Compressing this crystal by a tenth of its volume takes a pressure of order 10 GPa and costs some tens of meV an atom. Molybdenum carries a moment of a few μB, selenium an opposite one of a few tenths. The questions below ask how this magnetism responds to volume, as computed with a density functional plus a Hubbard $U$ on the Mo d shell.

MoSe in the CsCl structure (2 atoms a cell), scaled evenly in volume; ratio 1 is a = 3.533 Å, 22.06 Å³ an atom. Computed with Ansatz 0.2.0: plane-wave PAW, scalar-relativistic, collinear-spin PBE+U (U − J = 4.38 eV on Mo d), cutoff 420 eV, Γ-centred 12×12×12 k mesh, Gaussian smearing of 0.1 eV. Each point started from +2 μB on Mo; pressure is positive in compression.

```tsv
volume ratio	energy above lowest (meV/atom)	pressure (GPa)	cell moment (μB)	largest site moment (μB)
0.8	283.8	24.85	3.92	3.34
0.86	122.1	14.65	3.99	3.48
0.92	34.8	6.88	4.00	3.58
0.96	8.0	3.03	4.00	3.65
1	0.0	-0.01	4.00	3.71
1.04	6.9	-2.39	4.00	3.76
1.1	38.2	-5.02	4.00	3.84
1.18	107.1	-7.28	4.00	3.94
```

### 1. Which costs more, squeezing or stretching?

Squeezing does. At a volume ratio of 0.80 the energy is 284 meV an atom above the minimum, while at 1.18 it is only 107. An energy curve exactly parabolic in volume, with the same stiffness at the minimum, would give about 185 and 150 meV. The real curve is steeper on the left because the repulsion between overlapping electron shells rises quickly as atoms approach, and flatter on the right because bonding fades with distance.

### 2. Why is the cell moment exactly 4 μB over so wide a range?

The cell moment is the number of spin-up electrons less the number of spin-down electrons. The calculation treats 30 electrons a cell, so 4 μB means 17 up and 13 down. Thirteen is just the number needed to fill, for one spin, the Mo 4s and 4p and the Se 3d, 4s and 4p bands. If the Fermi level lies in a gap above these spin-down bands, they can shift or broaden without gaining or losing electrons. The moment is then locked until the Fermi level leaves the gap.

The crystal as a whole is still a metal, because the spin-up bands cross the Fermi level. Such a material is called a half-metal. The spin-down gap is inferred here from the whole-number moment; its width was not printed.

A free Mo²⁺ ion is a useful simpler picture: four d electrons with parallel spins also give 4 μB. The likeness ends at the count. At ratio 0.92 the orbital populations give the Mo d shell 4.6 spin-up and 0.4 spin-down electrons, so its spin-up half is nearly full. The Se p shell holds 2.0 spin-up and 2.5 spin-down electrons, well short of the full shell of an Se²⁻ ion. Its shortage is greater for spin-up, which is why selenium's moment points the other way.

### 3. How can the Mo moment grow while the total stands still?

Spin is redistributed within the cell. The highest filled spin-down bands are mainly Se p, but they contain some Mo d character, and this spin-down density on Mo reduces its moment. As the atoms move apart their orbitals overlap less, the admixture shrinks, and the spin-down electrons retreat to selenium. Mo then looks more magnetic and Se more strongly polarised the other way.

The outputs bear this out. From ratio 0.92 to 1.04 the Mo moment gains 0.18 μB, the Se moment becomes 0.12 μB more negative, and the region outside both sites loses the remaining 0.06. Site moments depend on how space is divided between atoms. The spin density of opposite sign, summed over the whole cell without any such division, nevertheless grows by 0.12 μB as well.

The populations of the Mo d shell point to the same cause. From 0.86 to 0.92 the spin-down population falls by 0.05 electrons, while the spin-up one rises by only 0.02. On Se p the changes are reversed: spin-down gains 0.04 and spin-up loses 0.03. Spin-down electrons thus move to selenium and, to a lesser degree, spin-up electrons to molybdenum.

### 4. What unlocks the moment under strong compression?

Compression broadens the bands, and the empty spin-down states can then reach down to the Fermi level. Each electron that moves into them from a spin-up state lowers the moment by 2 μB. The fall to 3.92 μB at ratio 0.80 thus corresponds to about 0.04 transferred electrons a cell. This is the first leak in the lock, far from a collapse of the magnetism.

At 0.86 the transfer is only 0.003 electrons. The artificial smearing of the occupations, 0.1 eV wide, could cause so small a leak even if a narrow gap were still open.

### 5. Does the lost moment make the crystal softer?

It may. To look for the effect, take a smooth pressure curve for the locked state and extend it to the compressed rows. The Vinet form is

$$P = 3B_0\,\frac{1-x}{x^2}\,e^{s(1-x)},\qquad x=(V/V_0)^{1/3},$$

where $P$ is the pressure, $V/V_0$ the volume ratio, $B_0$ the bulk modulus at the minimum and $s$ sets how fast the crystal stiffens. Least squares on the six rows from 0.92 to 1.18 give $B_0 = 67$ GPa and $s = 6.0$.

The curve meets the row at 0.86, which was not in the fit, to within 0.01 GPa. At 0.80, also outside the fit, it lies 0.9 GPa above the computed pressure. That is the direction expected when spin-down states fill: they sink relative to the Fermi level as the volume shrinks, which repays part of the work of compression, and the crystal resists less.

Is the size reasonable? If $n$ electrons have moved, and their states shift against the Fermi level by $D$ for each unit of $\ln V$, the pressure drops by $nD/V$. The cell volume at 0.80 is $2\times0.80\times22.06 = 35.3$ Å³, and 1 eV/Å³ is 160.2 GPa. Hence

$$D = \frac{0.90}{160.2}\times\frac{35.3}{0.038}\ \text{eV} \approx 5\ \text{eV}.$$

A shift of a few eV is plausible if these states are d-like, since the width of a d band grows steeply as atoms approach.

Plausible is as far as it goes. A Birch–Murnaghan curve fitted to the same six rows overshoots by 1.5 GPa at 0.80, but also by 0.14 GPa at 0.86, where almost no electrons have moved. Part of any overshoot can therefore be a fault of the extended curve. The softening also rests on one row, whose run carries an extra warning about its dielectric response. A calculation at 0.80 with the moment held at 4 μB would settle the matter.

### 6. What would a smaller Hubbard $U$ change?

The $U$ term raises an empty d orbital by about $U/2$, here roughly 2 eV, and lowers a filled one. With a smaller $U$ the empty spin-down d states would lie closer to the Fermi level. The moment should then stay at 4 μB as long as the gap survives, but compression should unlock it sooner, provided the lowest empty spin-down states are d-like.

A larger change is possible too. The 4d orbitals of molybdenum form broad bands, so a $U$ of this size may itself be what sustains the large moment. With a much smaller one the locked state could vanish even at the energy minimum. These are arguments from theory, as every row uses the same $U$.

### 7. Which digits can be trusted?

Within this one magnetic state, energies and pressures agree closely with each other. Pressure times volume change reproduces each energy step to within 2 meV an atom, and the small excess has the sign that straight lines drawn across a curved pressure plot must give. This speaks for low numerical noise; whether a higher cutoff or a denser k mesh would shift the values was not tested. The bulk modulus is likewise steady: the two rows beside the minimum give 68 GPa directly, against 67 from the fit.

Agreement with a real sample is another matter. The cubic shape was imposed, and a cell with one Mo atom cannot show antiferromagnetic order. The search for lower electronic states was light, and every row carries a warning that its state may not be the lowest. A designer may take from the table how moment and stiffness respond to volume in this state, but not that MoSe would adopt it.
